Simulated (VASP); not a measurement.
# Settings for Pd: relaxation of the cell

Pd, Im-3m (no. 229), 1 atom in the cell. PBE; PAW potentials Pd (PBE set). VASP 6.6.1. The cell is changed on purpose: volume scaled by 1.06.

Wanted: cell volume within 0.2 %; lattice lengths within 0.1 %; shortest distances from each atom, periodic images included within 0.005 Å.

What the run is for: cell; Accuracy asked: standard.

The series start from Plane-wave cutoff (eV): 380; Smearing width (eV): 0.03; k-point mesh: 13 × 13 × 13; Relaxation passes: 2; Ionic threshold (EDIFFG): -0.005; Electronic threshold (eV): 1e-6; Precision mode (PREC): Accurate; Relaxation algorithm: IBRION=2 POTIM=0.5. Each series keeps the choices made before it, and each single choice may use up half of a tolerance. Times cover all steps of a run.

## Plane-wave cutoff (eV)

| Plane-wave cutoff (eV) | Cell volume (Å³) | Lattice lengths, largest deviation against the largest value | Shortest distances from each atom, periodic images included, largest deviation (Å) | Time (s) |
|---|---|---|---|---|
| 250 | 15.13 | 0.61 % | 0.0167 | 20 |
| 290 | 15.41 | 0.004 % | 0.0001 | 25 |
| 320 | 15.35 | 0.13 % | 0.0036 | 24 |
| 380 | 15.35 | 0.14 % | 0.0038 | 37 |
| 440 | 15.41 | 0.0022 % | 0.0001 | 49 |
| 520 | 15.41 | 0.0085 % | 0.0002 | 52 |
| 650 (reference) | 15.41 | 0 % | 0.0000 | 80 |

## Smearing width (eV)

| Smearing width (eV) | Cell volume (Å³) | Lattice lengths, largest deviation against the largest value | Shortest distances from each atom, periodic images included, largest deviation (Å) | Time (s) |
|---|---|---|---|---|
| 0.15 | 15.48 | 0.15 % | 0.0040 | 48 |
| 0.1 | 15.44 | 0.063 % | 0.0017 | 53 |
| 0.07 | 15.43 | 0.028 % | 0.0008 | 52 |
| 0.05 | 15.42 | 0.012 % | 0.0003 | 53 |
| 0.03 | 15.41 | 0.0022 % | 0.0001 | 49 |
| 0.02 (reference) | 15.41 | 0 % | 0.0000 | 48 |

## k-point mesh

| k-point mesh | Cell volume (Å³) | Lattice lengths, largest deviation against the largest value | Shortest distances from each atom, periodic images included, largest deviation (Å) | Time (s) |
|---|---|---|---|---|
| 5 × 5 × 5 | 15.75 | 0.67 % | 0.0182 | 12 |
| 7 × 7 × 7 | 15.47 | 0.062 % | 0.0017 | 21 |
| 8 × 8 × 8 | 15.45 | 0.028 % | 0.0008 | 25 |
| 10 × 10 × 10 | 15.43 | 0.0096 % | 0.0003 | 33 |
| 13 × 13 × 13 | 15.43 | 0.027 % | 0.0007 | 52 |
| 16 × 16 × 16 (reference) | 15.44 | 0 % | 0.0000 | 79 |

## Relaxation passes

| Relaxation passes | Cell volume (Å³) | Lattice lengths, largest deviation against the largest value | Shortest distances from each atom, periodic images included, largest deviation (Å) | Time (s) |
|---|---|---|---|---|
| 1 | 15.46 | 0.025 % | 0.0007 | 19 |
| 2 | 15.45 | 0.0011 % | 0.0000 | 25 |
| 3 (reference) | 15.45 | 0 % | 0.0000 | 37 |

## Ionic threshold (EDIFFG)

| Ionic threshold (EDIFFG) | Cell volume (Å³) | Lattice lengths, largest deviation against the largest value | Shortest distances from each atom, periodic images included, largest deviation (Å) | Time (s) |
|---|---|---|---|---|
| -0.05 | 15.47 | 0.026 % | 0.0007 | 13 |
| -0.02 | 15.47 | 0.026 % | 0.0007 | 12 |
| -0.01 | 15.45 | 0.016 % | 0.0004 | 14 |
| -0.005 | 15.46 | 0 % | 0.0000 | 19 |
| -0.002 (reference) | 15.46 | 0 % | 0.0000 | 18 |

## Electronic threshold (eV)

| Electronic threshold (eV) | Cell volume (Å³) | Lattice lengths, largest deviation against the largest value | Shortest distances from each atom, periodic images included, largest deviation (Å) | Time (s) |
|---|---|---|---|---|
| 0.0001 | 15.48 | 0.0055 % | 0.0001 | 11 |
| 1e-5 | 15.48 | 0.0055 % | 0.0001 | 13 |
| 1e-6 | 15.47 | 0.0011 % | 0.0000 | 13 |
| 1e-7 (reference) | 15.47 | 0 % | 0.0000 | 14 |

## Precision mode (PREC)

| Precision mode (PREC) | Cell volume (Å³) | Lattice lengths, largest deviation against the largest value | Shortest distances from each atom, periodic images included, largest deviation (Å) | Time (s) |
|---|---|---|---|---|
| Normal | 15.48 | 0.00037 % | 0.0000 | 6.1 |
| Accurate (reference) | 15.48 | 0 % | 0.0000 | 11 |

## Relaxation algorithm

| Relaxation algorithm | Cell volume (Å³) | Lattice lengths, largest deviation against the largest value | Shortest distances from each atom, periodic images included, largest deviation (Å) | Time (s) |
|---|---|---|---|---|
| IBRION=2 POTIM=0.5 | 15.48 | 0 % | 0.0000 | 6.1 |
| IBRION=2 POTIM=0.2 | 15.4 | 0.17 % | 0.0047 | 6.0 |
| IBRION=1 POTIM=0.5 | 15.49 | 0.026 % | 0.0007 | 6.9 |
| IBRION=1 POTIM=0.2 | 15.4 | 0.16 % | 0.0044 | 5.9 |

## Question

The rows run from the loosest to the tightest (no order: relaxation algorithm). For each series: choose the loosest value from which every tighter one stays within half of the tolerance; where there is no order, keep the first row unless others stay within half of the tolerance and take at least 30 % less time, and then take the fastest.

## Answer

- Plane-wave cutoff (eV): 440
- Smearing width (eV): 0.07
- k-point mesh: 8 × 8 × 8
- Relaxation passes: 1
- Ionic threshold (EDIFFG): -0.05
- Electronic threshold (eV): 0.0001
- Precision mode (PREC): Normal
- Relaxation algorithm: IBRION=2 POTIM=0.5

## All choices together

| Input | Cell volume (Å³) | Lattice lengths, largest deviation against the largest value | Shortest distances from each atom, periodic images included, largest deviation (Å) | Time (s) |
|---|---|---|---|---|
| the program's defaults (naive) | 15.13 | 0.67 % | 0.0181 | 3.5 |
| chosen settings | 15.46 | 0.063 % | 0.0017 | 12 |
| reference settings throughout | 15.43 | 0 % | 0.0000 | 128 |

The tolerance is met.

Values of the reference run: Lattice lengths: 2.717, 2.717, 2.717 Å; Shortest distances from each atom, periodic images included: 2.717, 2.717, 2.717, 2.717 Å.

1 cheaper combination failed this check first and made the worst setting one step tighter.

## The input

INCAR.step1:
```
SYSTEM = Pd
GGA      = PE             ! functional
ISMEAR   = -1             ! smearing method
SIGMA    = 0.07           ! smearing width, eV
LWAVE    = .FALSE.        ! write WAVECAR
LCHARG   = .FALSE.        ! write CHGCAR
NSW      = 80             ! ionic steps
PREC     = Normal         ! precision mode
LASPH    = .TRUE.         ! aspherical terms in the spheres
LREAL    = .FALSE.        ! projectors in reciprocal space
ALGO     = Normal         ! electronic algorithm
EDIFF    = 1E-4           ! SCF threshold, eV
NELM     = 120            ! most SCF steps
GGA_COMPAT= .FALSE.      
IBRION   = 2              ! ionic algorithm
ISIF     = 3              ! what is computed and relaxed
EDIFFG   = -0.05          ! ionic threshold
NELMIN   = 4            
ENCUT    = 440            ! plane-wave cutoff, eV
POTIM    = 0.5            ! step
```

INCAR.step2, as INCAR.step1 but for:
```
- NSW = 80
- IBRION = 2
- ISIF = 3
- EDIFFG = -0.05
- NELMIN = 4
- POTIM = 0.5
+ ISIF = 2
```

KPOINTS:
```
Automatic mesh
0
Gamma
  10 10 10
  0 0 0
```

POSCAR.step1:
```
Pd
1.0
   -1.6031178681      1.6031178681      1.6031178681
    1.6031178681     -1.6031178681      1.6031178681
    1.6031178681      1.6031178681     -1.6031178681
Pd
1
Direct
    0.0000000000      0.0000000000      0.0000000000
```

Commands (each step's output is kept before the next begins):
```
cat potpaw_PBE.64/Pd/POTCAR > POTCAR
cp INCAR.step1 INCAR
cp POSCAR.step1 POSCAR
mpirun -np 1 vasp_std > vasp.out
cp CONTCAR POSCAR
cp INCAR.step2 INCAR
mpirun -np 1 vasp_std > vasp.out
```

The chosen input took VASP 6.6.1 12 s on 1 core (Intel Xeon Platinum 8259CL @ 2.50GHz (Skylake/Cascade Lake)), a shared host.

## An input that fails: cell relaxed at a low cutoff

VASP's message: Orbital orthonormalization failed in the inversion of matrix LAPACK: Routine ZPOTRF failed! kpoint: 1 spin: 1 Possible solutions for this issue are: - Please check whether the atoms are too close to each other. - Decreasing POTIM might help during relaxations or MDs. - Deleting CHGCAR or WAVECAR if incompatible with the structure. - Try calculating without symmetrizing (ISYM = 0 or ISYM = -1). ….

Changes against the starting input:
```
(all steps)
- PREC = Accurate
- NELM = 120
- ENCUT = 380
+ PREC = Low
+ NELM = 100
+ ENCUT = 180
```
